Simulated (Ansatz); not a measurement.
A plane-wave DFT run in Ansatz 0.2.0 (scalar-relativistic PAW potentials unless the input names others): input and command.

```yaml
crystal:
  lattice:
    - [2.5043488586, 0.0, 0.0]
    - [-1.2521744293, 7.3465324432, 0.0]
    - [0.0, 0.0, 27.0876275071]
  atoms:
    - { symbol: "N", position: [0.1722082852, 0.3444165704, 0.2768791766] }
    - { symbol: B, position: [0.6867339114, 0.3734678228, 0.3023786993] }
    - { symbol: B, position: [0.9439967245, 0.887993449, 0.3151284606] }
    - { symbol: "N", position: [0.4585223507, 0.9170447014, 0.3406279833] }
    - { symbol: "N", position: [0.7157851638, 0.4315703276, 0.3533777446] }
    - { symbol: B, position: [0.23031079, 0.4606215801, 0.3788772673] }
    - { symbol: B, position: [0.4875736031, 0.9751472063, 0.3916270286] }
    - { symbol: "N", position: [0.0020992294, 0.0041984587, 0.4171265513] }
    - { symbol: "N", position: [0.2593620425, 0.5187240849, 0.4298763126] }
    - { symbol: B, position: [0.7738876687, 0.5477753373, 0.4553758353] }
    - { symbol: B, position: [0.0311504818, 0.0623009636, 0.4681255967] }
    - { symbol: "N", position: [0.545676108, 0.091352216, 0.4936251193] }
    - { symbol: "N", position: [0.8029389211, 0.6058778422, 0.5063748807] }
    - { symbol: B, position: [0.3174645473, 0.6349290946, 0.5318744033] }
    - { symbol: B, position: [0.5747273604, 0.1494547208, 0.5446241647] }
    - { symbol: "N", position: [0.0892529866, 0.1785059732, 0.5701236874] }
    - { symbol: "N", position: [0.3465157997, 0.6930315995, 0.5828734487] }
    - { symbol: B, position: [0.8610414259, 0.7220828519, 0.6083729714] }
    - { symbol: B, position: [0.118304239, 0.2366084781, 0.6211227327] }
    - { symbol: "N", position: [0.6328298653, 0.2656597305, 0.6466222554] }
    - { symbol: "N", position: [0.8900926784, 0.7801853567, 0.6593720167] }
    - { symbol: B, position: [0.4046183046, 0.8092366092, 0.6848715394] }
    - { symbol: B, position: [0.6618811177, 0.3237622354, 0.6976213007] }
    - { symbol: "N", position: [0.1764067439, 0.3528134878, 0.7231208234] }
basis:
  ecutwfc: 420
kpoints:
  mp_grid: { grid: [11, 4, 1] }
hamiltonian:
  xc: pbesol
  hubbard: { sites: [{ species: "N", l: f, u_eff: 30.0 }] }
scf:
  occupations: { method: gaussian, width: 0.05 }
  max_iter: 60
output:
  forces: true
  eigenvalues: true
  stress: true
efield:
  axis: 3
  dipole_correction: true
  ramp_width: 0.04
```

```bash
ansatz run input.yaml --threads 2 --pin off --max-ram 5120MiB --backend cpu --events-out ev --progress --plain --runs-dir out
```

Problem. What will the program do with this input?

Solution. The program refuses it, because of a U on a shell that isn't there (hamiltonian.hubbard: not typed → {"sites": [{"species": "N", "l": "f", "u_eff": 30.0}]}). Without that key it is accepted.

Abridged log:
```
Error: inconsistent input (hamiltonian.hubbard.sites[].l, hamiltonian.hubbard.sites[].shell): the file of N doesn't list 4f, and it can't be added: PBE doesn't bind the shell 4f of the free atom, whose level lies at +1.14 eV. Type an atom or ion with it (hamiltonian.pseudopotentials.projection_atoms), take another file or name another shell
```